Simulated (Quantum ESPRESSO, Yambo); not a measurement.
Planning a run of Yambo 5.3.0 on GaP (F-43m). The input:

```
optics
bss
bse
em1s
dipoles
rim_cut
RandQpts= 1000000
RandGvec= 1 RL
Chimod= "HARTREE"
BSKmod= "SEX"
BSEmod= "resonant"
BSSmod= "d"
BSENGexx= 20 Ry
BSENGBlk= 4 Ry
% BSEQptR
 1 | 1 |
%
% BSEBands
 11 | 15 |
%
% BEnRange
 0 | 5 | eV
%
% BDmRange
 0.1 | 0.1 | eV
%
BEnSteps= 101
% BLongDir
 1 | 0 | 0 |
%
% BndsRnXs
 5 | 22 |
%
NGsBlkXs= 4 Ry
% LongDrXs
 1 | 1 | 1 |
%
% KfnQP_E
 0.883 | 1.0 | 1.0 |
%
WRbsWF
FFTGvecs= 47 Ry
```

```sh
OMP_NUM_THREADS=1 mpirun -n 8 yambo -F bse9.in -J bse9 -C bse9 > bse9.log
```

The stored states that it reads are on a 8×8×8 mesh. Symmetry: F-43m, No. 216, cubic system. The conventional cell has a = 5.450 Å, b = 5.450 Å, c = 5.450 Å, α = 90.00°, β = 90.00°, γ = 90.00°. Ga has 4 P at 2.36 Å nearest. P has 4 Ga at 2.36 Å nearest. Farther neighbours are not listed.

Estimate wall time and host memory on 8 MPI ranks of AMD EPYC 7R43, shared host.

It took 95 s; on shared hardware allow 47 s to 3.2 min. Peak host memory was 5.1 GiB.

The kernel grows as the square of the matrix size, and full diagonalisation as its cube.

[Paths, hosts, dates, memory and timing lines, banners, echoed tables and standing remarks are left out of the program output.]

[Logs are printed without paths, hosts, clocks, repeated set-up lines and the standing remarks that a program may print on its own settings, such as how far it seeks lower states.]

[Runs of the session that timed out or met a known fault of the program may be left out.]

[Hosts, paths, dates, database ids (printed as entryN), source tags and the programs' standing remarks are cut or masked in the printed files.]
